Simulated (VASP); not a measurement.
# Pt (Fm-3m) in VASP: further runs

Runs on Pt. Level: PBE. Tasks: relaxation of cell and atoms, electrostatic potential.

All numbers are computed with VASP 6.6.1; they aren't measurements. Logs are shortened: lines on timing, memory, paths and dates and some standing lists are left out, and cuts for length are marked.

**1. Starting point**

Symmetry: Fm-3m, No. 225, cubic system. Conventional cell: a = 3.920 Å, b = 3.920 Å, c = 3.920 Å, α = 90.00°, β = 90.00°, γ = 90.00°. Pt (site symmetry m-3m) has 12 Pt at 2.77 Å as nearest neighbours.

The cell was built by a generator and needn't be a form met in nature.

**2. Relaxation of cell and atoms, PBE**

INCAR reads:

```
PREC = Accurate
ENCUT = 230
EDIFF = 1E-6
ISMEAR = 1
SIGMA = 0.1
LREAL = False
LASPH = True
NELM = 120
ALGO = Normal
ISIF = 3
LWAVE = False
LCHARG = False
GGA = PE
IBRION = 2
NSW = 40
EDIFFG = -0.005
```

KPOINTS reads:

```
Automatic mesh
0
Gamma
  18 18 18
```

POSCAR reads:

```
Pt
1.0
    0.0000000000      1.9600000000      1.9600000000
    1.9600000000      0.0000000000      1.9600000000
    1.9600000000      1.9600000000      0.0000000000
Pt
1
Direct
    0.0000000000      0.0000000000      0.0000000000
```

Potentials or basis: VASP PAW PBE potentials, release 64 (Pt).

The run is started by

```
> cat potpaw_PBE.64/Pt/POTCAR > POTCAR
> mpirun -np 1 vasp_std > vasp.out
```

OUTCAR:

```text
PREC = Accurate
   ENCUT = 230
   EDIFF = 1E-6
   ISMEAR = 1
   LREAL = False
   LASPH = True
   NELM = 120
   ISIF = 3
   GGA = PE
   IBRION = 2
   NSW = 40
   EDIFFG = -0.005

 ion  position               nearest neighbor table
   1  0.000  0.000  0.000-

  LATTYP: Found a face centered cubic cell.
 ALAT       =     3.9200000000

  Lattice vectors:

 A1 = (   0.0000000000,   1.9600000000,   1.9600000000)
 A2 = (   1.9600000000,   0.0000000000,   1.9600000000)
 A3 = (   1.9600000000,   1.9600000000,   0.0000000000)

Analysis of symmetry for initial positions (statically):
=====================================================================
 Subroutine PRICEL returns:
 Original cell was already a primitive cell.

 Routine SETGRP: Setting up the symmetry group for a
 face centered cubic supercell.

 Subroutine GETGRP returns: Found 48 space group operations
 (whereof 48 operations were pure point group operations)
 out of a pool of 48 trial point group operations.

The static configuration has the point symmetry O_h .

Analysis of symmetry for dynamics (positions and initial velocities):
=====================================================================
 Subroutine PRICEL returns:
 Original cell was already a primitive cell.

 Routine SETGRP: Setting up the symmetry group for a
 face centered cubic supercell.

 Subroutine GETGRP returns: Found 48 space group operations
 (whereof 48 operations were pure point group operations)
 out of a pool of 48 trial point group operations.

The dynamic configuration has the point symmetry O_h .

 Subroutine INISYM returns: Found 48 space group operations
 (whereof 48 operations are pure point group operations),
 and found     1 'primitive' translations

----------------------------------------------------------------------------------------

                                     Primitive cell

  volume of cell :      15.0591

  direct lattice vectors                    reciprocal lattice vectors
     0.000000000  1.960000000  1.960000000    -0.255102041  0.255102041  0.255102041
     1.960000000  0.000000000  1.960000000     0.255102041 -0.255102041  0.255102041
     1.960000000  1.960000000  0.000000000     0.255102041  0.255102041 -0.255102041

  length of vectors
     2.771858582  2.771858582  2.771858582     0.441849696  0.441849696  0.441849696

  position of ions in fractional coordinates (direct lattice)
     0.000000000  0.000000000  0.000000000

  ion indices of the primitive-cell ions
   primitive index   ion index
                 1           1

[... 83 lines left out ...]
   NUPDOWN=      -1.0000    fix difference up-down
   EMIN   =  10.00;   EMAX   =-10.00  energy-range for DOS
   EFERMI =   0.00;   METHOD = LEGACY
   ISMEAR =     1;   SIGMA  =   0.10  broadening in eV -4-tet -1-fermi 0-gaus
   EFERMI_NEDOS =   21; number of points for ismear=-14 and -15
   IALGO  =     38    algorithm
   IMIX   =      4    mixing-type and parameters
     AMIX     =   0.40;   BMIX     =  1.00
     AMIX_MAG =   1.60;   BMIX_MAG =  1.00
  volume/ion in A,a.u.               =      15.06       101.62
  Fermi-wavevector in a.u.,A,eV,Ry     =   1.428265  2.699029 27.755077  2.039941
  Thomas-Fermi vector in A             =   2.548345
   LORBIT       =      0    0 simple, 1 ext, 2 COOP (PROOUT), +10 PAW based schemes
   GGA     = PE    functional components
   LHFCALC =     F    Hartree Fock is set to
   AEXX    =    0.0000 exact exchange contribution
   IVDW    =     0    specifies the selected vdW correction
   LEPSILON=     F    determine dielectric tensor
   LRPA    =     F    only Hartree local field effects (RPA)
 conjugate gradient relaxation of ions
 non-spin polarized calculation
 Methfessel and Paxton  Order N= 1 SIGMA  =   0.10
  energy-cutoff  :      230.00
  volume of cell :       15.06
 maximum number of plane-waves:       129
 NGX is ok and might be reduce to    14
   NGX =  7   NGY =  7   NGZ =  7

--------------------------------------- Ionic step        1  -------------------------------------------

 number of electron      10.0000000 magnetization

 Free energy of the ion-electron system (eV)
  ---------------------------------------------------
  ext. energy  EPLUGINS =         0.00000000
  ---------------------------------------------------
  free energy    TOTEN  =        -6.06970348 eV

  energy without entropy =       -6.06901163  energy(sigma->0) =       -6.06947287

------------------------ aborting loop because EDIFF is reached ----------------------------------------

  FORCE on cell =-STRESS in cart. coord.  units (eV):
  Direction    XX          YY          ZZ          XY          YZ          ZX
  --------------------------------------------------------------------------------------
  -------------------------------------------------------------------------------------
  Total        0.5137195      0.5137195      0.5137195      0.0000000      0.0000000      0.0000000
  in kB       54.6560686     54.6560686     54.6560686      0.0000000      0.0000000      0.0000000
  external PRESSURE =      54.6560686 kB  Pullay stress =       0.0000000 kB
[... 22 lines left out ...]
--------------------------------------- Ionic step        2  -------------------------------------------

 number of electron       9.9999986 magnetization

 E-fermi :   9.9300     XC(G=0): -13.0593

 val. band max:        9.9282837624   @ k =  -0.3889   0.3889   0.1667
 cond. band min:       9.9306362705   @ k =   0.3889   0.1667   0.0000
 fundamental gap:      0.0023525081
 Fermi energy:         9.9300350927

 k-point     1 :       0.0000    0.0000    0.0000
  band No.  band energies     occupation
      1       0.5040      2.00000
      2       6.5695      2.00000
      3       6.5695      2.00000
      4       6.5695      2.00000
      5       8.4727      2.00000
      6       8.4727      2.00000
      7      24.8212      0.00000
      8      29.3648      0.00000
      9      29.3648      0.00000
[... 345 lines left out ...]
--------------------------------------- Ionic step        4  -------------------------------------------

 number of electron       9.9999997 magnetization

 Free energy of the ion-electron system (eV)
  ---------------------------------------------------
  ext. energy  EPLUGINS =         0.00000000
  ---------------------------------------------------
  free energy    TOTEN  =        -6.07382502 eV

  energy without entropy =       -6.07311883  energy(sigma->0) =       -6.07358962

 E-fermi :  10.9872     XC(G=0): -13.4021

 val. band max:       10.9853557882   @ k =  -0.3889   0.3889   0.1667
 cond. band min:      10.9894065530   @ k =  -0.3333   0.3889   0.1111
 fundamental gap:      0.0040507649
 Fermi energy:        10.9872052726

 k-point     1 :       0.0000    0.0000    0.0000
  band No.  band energies     occupation
      1       0.9301      2.00000
      2       7.2893      2.00000
      3       7.2893      2.00000
      4       7.2893      2.00000
      5       9.3869      2.00000
      6       9.3869      2.00000
      7      25.7261      0.00000
      8      30.5938      0.00000
      9      30.5938      0.00000
[... 304 lines left out ...]
  FREE ENERGIE OF THE ION-ELECTRON SYSTEM (eV)
  ---------------------------------------------------
  free  energy   TOTEN  =        -6.0738250218 eV

  energy  without entropy=       -6.0731188298  energy(sigma->0) =       -6.07358962

 reached required accuracy - stopping structural energy minimisation
```

CONTCAR:

```text
Pt
   1.00000000000000
     0.0000000000000000    1.9706465774854465    1.9706465774854465
     1.9706465774854465   -0.0000000000000000    1.9706465774854465
     1.9706465774854465    1.9706465774854465    0.0000000000000000
  Pt
     1
Direct
     0.0000000000000000    0.0000000000000000    0.0000000000000000

  0.00000000E+00  0.00000000E+00  0.00000000E+00
```

It took 6.1 s on 1 thread of Intel Xeon 6975P-C (Granite Rapids), shared host; peak memory 0.11 GiB.

The run converged, but some of its settings lie outside the range that counts as converged, so its numbers aren't taken as properties of the crystal.

What came out:

| Property | Result |
| --- | --- |
| Free energy | -6.0738 eV |
| Relaxed volume | 15.31 Å³/atom |
| Relaxed cell | a = 2.787 Å, b = 2.787 Å, c = 2.787 Å, α = 60.00°, β = 60.00°, γ = 60.00° |
| Space group after relaxing (to 0.05 Å) | Fm-3m (No. 225) |
| Energy gained by relaxing | 4.1 meV/atom |
| Ionic steps | 4 |
| Band gap on the k mesh | none (metal or under the smearing width) |

Caveat: the cutoff is under 1.25 times the usual one of these potentials, so pressure, stress and relaxed cells hold a basis-set (Pulay) error.

**3. Electrostatic potential, PBE**

This run uses another cell than the first one, of 15.31 Å³/atom, 1.016 times its volume.

INCAR reads:

```
SYSTEM = Pt
ALGO = Normal ; EDIFF = 1E-6
ENCUT = 230 ; GGA = PE
ISIF = 2 ; ISMEAR = 1
LASPH = .TRUE. ; LCHARG = .TRUE.
LREAL = .FALSE. ; LVHAR = .TRUE.
LWAVE = .FALSE. ; NELM = 60
PREC = Accurate ; SIGMA = 0.1
```

KPOINTS reads:

```
k-points
0
G
  18 18 18
  0 0 0
```

POSCAR reads:

```
Pt                                      
1.0
    0.0000000000      1.9706465775      1.9706465775
    1.9706465775     -0.0000000000      1.9706465775
    1.9706465775      1.9706465775      0.0000000000
  Pt            
     1
Direct
     0.0000000000000000    0.0000000000000000    0.0000000000000000
```

Potentials or basis: VASP PAW PBE potentials, release 64 (Pt).

The run is started by

```
> cat potpaw_PBE.64/Pt/POTCAR > POTCAR
> mpirun -np 1 vasp_std > vasp.out
```

OUTCAR:

```text
SYSTEM = Pt
   EDIFF = 1E-6
   ENCUT = 230
   GGA = PE
   ISIF = 2
   ISMEAR = 1
   LASPH = .TRUE.
   LREAL = .FALSE.
   NELM = 60
   PREC = Accurate

 ion  position               nearest neighbor table
   1  0.000  0.000  0.000-

  LATTYP: Found a face centered cubic cell.
 ALAT       =     3.9412931550

  Lattice vectors:

 A1 = (   0.0000000000,   1.9706465775,   1.9706465775)
 A2 = (   1.9706465775,   0.0000000000,   1.9706465775)
 A3 = (   1.9706465775,   1.9706465775,   0.0000000000)

Analysis of symmetry for initial positions (statically):
=====================================================================
 Subroutine PRICEL returns:
 Original cell was already a primitive cell.

 Routine SETGRP: Setting up the symmetry group for a
 face centered cubic supercell.

 Subroutine GETGRP returns: Found 48 space group operations
 (whereof 48 operations were pure point group operations)
 out of a pool of 48 trial point group operations.

The static configuration has the point symmetry O_h .

Analysis of symmetry for dynamics (positions and initial velocities):
=====================================================================
 Subroutine PRICEL returns:
 Original cell was already a primitive cell.

 Routine SETGRP: Setting up the symmetry group for a
 face centered cubic supercell.

 Subroutine GETGRP returns: Found 48 space group operations
 (whereof 48 operations were pure point group operations)
 out of a pool of 48 trial point group operations.

The dynamic configuration has the point symmetry O_h .

 Subroutine INISYM returns: Found 48 space group operations
 (whereof 48 operations are pure point group operations),
 and found     1 'primitive' translations

----------------------------------------------------------------------------------------
[... 114 lines left out ...]
  Thomas-Fermi vector in A             =   2.541452
   LORBIT       =      0    0 simple, 1 ext, 2 COOP (PROOUT), +10 PAW based schemes
   GGA     = PE    functional components
   LHFCALC =     F    Hartree Fock is set to
   AEXX    =    0.0000 exact exchange contribution
   IVDW    =     0    specifies the selected vdW correction
   LEPSILON=     F    determine dielectric tensor
   LRPA    =     F    only Hartree local field effects (RPA)
 non-spin polarized calculation
 Methfessel and Paxton  Order N= 1 SIGMA  =   0.10
  energy-cutoff  :      230.00
  volume of cell :       15.31
 maximum number of plane-waves:       129
 NGX is ok and might be reduce to    14
   NGX =  7   NGY =  7   NGZ =  7

 number of electron      10.0000000 magnetization

 number of electron       9.9999997 magnetization

 Free energy of the ion-electron system (eV)
  ---------------------------------------------------
  ext. energy  EPLUGINS =         0.00000000
  ---------------------------------------------------
  free energy    TOTEN  =        -6.08167821 eV

  energy without entropy =       -6.08096421  energy(sigma->0) =       -6.08144021

 E-fermi :  10.9885     XC(G=0): -13.4024

 val. band max:       10.9872040701   @ k =  -0.3333   0.3889   0.1111
 cond. band min:      10.9980293957   @ k =   0.3889   0.2778   0.0000
 fundamental gap:      0.0108253256
 Fermi energy:        10.9884754860

 k-point     1 :       0.0000    0.0000    0.0000
  band No.  band energies     occupation
      1       0.9297      2.00000
      2       7.2915      2.00000
      3       7.2915      2.00000
      4       7.2915      2.00000
      5       9.3897      2.00000
      6       9.3897      2.00000
      7      25.7252      0.00000
      8      30.5930      0.00000
      9      30.5930      0.00000
[... 265 lines left out ...]
 k-point    24 :      -0.2222    0.0556    0.0000
  band No.  band energies     occupation
      1       2.9517      2.00000
      2       6.8048      2.00000
      3       7.6685      2.00000
      4       7.7349      2.00000
      5       9.2016      2.00000
      6       9.8640      2.00000
      7      24.6019      0.00000
      8      27.5304      0.00000
      9      31.9159      0.00000

 [... further k-points ...]

------------------------ aborting loop because EDIFF is reached ----------------------------------------

  FORCE on cell =-STRESS in cart. coord.  units (eV):
  Direction    XX          YY          ZZ          XY          YZ          ZX
  --------------------------------------------------------------------------------------
  -------------------------------------------------------------------------------------
  Total        0.0870031      0.0870031      0.0870031      0.0000000     -0.0000000     -0.0000000
  in kB        9.1072934      9.1072934      9.1072934      0.0000000     -0.0000000     -0.0000000
  external PRESSURE =       9.1072934 kB  Pullay stress =       0.0000000 kB

 VOLUME and BASIS-vectors are now :
 -----------------------------------------------------------------------------
  energy-cutoff  :      230.00
  volume of cell :       15.31
      direct lattice vectors                 reciprocal lattice vectors
     0.000000000  1.970646577  1.970646577    -0.253723831  0.253723831  0.253723831
     1.970646577  0.000000000  1.970646577     0.253723831 -0.253723831  0.253723831
     1.970646577  1.970646577  0.000000000     0.253723831  0.253723831 -0.253723831

 POSITION                                       TOTAL-FORCE (eV/Angst)
 -----------------------------------------------------------------------------------
      0.00000      0.00000      0.00000        -0.000000     -0.000000      0.000000
 -----------------------------------------------------------------------------------
    total drift:                               -0.000000     -0.000000     -0.000000

  FREE ENERGIE OF THE ION-ELECTRON SYSTEM (eV)
  ---------------------------------------------------
  free  energy   TOTEN  =        -6.0816782051 eV

  energy  without entropy=       -6.0809642126  energy(sigma->0) =       -6.08144021
```

Wall time 2.5 s (1 thread of Intel Xeon 6975P-C (Granite Rapids), shared host); peak memory 0.11 GiB.

What came out:

| Item | Value |
| --- | --- |
| Free energy | -6.0817 eV |
| Band gap on the k mesh | none (metal or under the smearing width) |

Levels at points of the mesh, in eV from the Fermi level:
```csv
k point,band 2,band 3,band 4,band 5,band 6,band 7,band 8,band 9
"(0.00, 0.00, 0.00)",-3.70,-3.70,-3.70,-1.60,-1.60,14.74,19.60,19.60
"(0.50, 0.00, 0.00)",-3.76,-3.76,-0.42,0.03,0.03,5.73,14.27,18.90
"(0.50, 0.50, 0.00)",-6.47,-0.01,0.47,0.47,1.80,8.71,11.35,11.35
```

Caveat: the cutoff is under 1.25 times the usual one of these potentials, so pressure, stress and relaxed cells hold a basis-set (Pulay) error.
